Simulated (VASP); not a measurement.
# SnO: single point with PBE-based screened hybrid

The system is SnO.

```xyz
2
Lattice="3.1034 0.0000 0.0000 0.0000 3.1034 0.0000 0.0000 0.0000 3.1034" Properties=species:S:1:pos:R:3 pbc="T T T"
Sn    0.0000    0.0000    0.0000
O     1.5517    1.5517    1.5517
```

The cell was built by a generator and needn't be a form met in nature.

```
Program             : VASP 6.6.1
Task                : single point
Functional          : PBE-based screened hybrid
Potentials or basis : VASP PAW PBE potentials, release 64 (Sn_d, O)
Cutoff              : 520 eV
k mesh              : 4 × 4 × 4
Occupations         : gaussian, width 0.01 eV
Spin                : no spin polarisation
```

```
Pressure               : 1.3 GPa
Band gap on the k mesh : 0.87 eV, indirect (least direct gap 1.44 eV)
```

Levels at points of the mesh, in eV from the valence-band top:
```tsv
k point	band 8	band 9	band 10	band 11	band 12	band 13
(0.00, 0.00, 0.00)	-2.24	-2.24	-2.24	9.12	9.12	9.37
(0.50, 0.00, 0.00)	-1.44	-1.44	-0.37	1.25	8.38	8.38
(0.50, 0.50, 0.00)	-5.31	-4.30	-1.30	4.56	4.56	9.78
(0.50, 0.50, 0.50)	-3.07	-3.07	-0.57	0.87	0.87	0.87
```

Run time: 2 min on 1 thread of Intel(R) Xeon(R) 6975P-C (Granite Rapids) (shared host), peak memory 0.24 GiB.

Caveat: the k mesh is coarse (spacing up to 0.51 Å⁻¹), so the values aren't converged; the PAW data sets were made with another functional, which shifts forces and pressure a little; spin-orbit coupling is left out, which moves the levels of the heavy elements. A k mesh can miss the band edges.
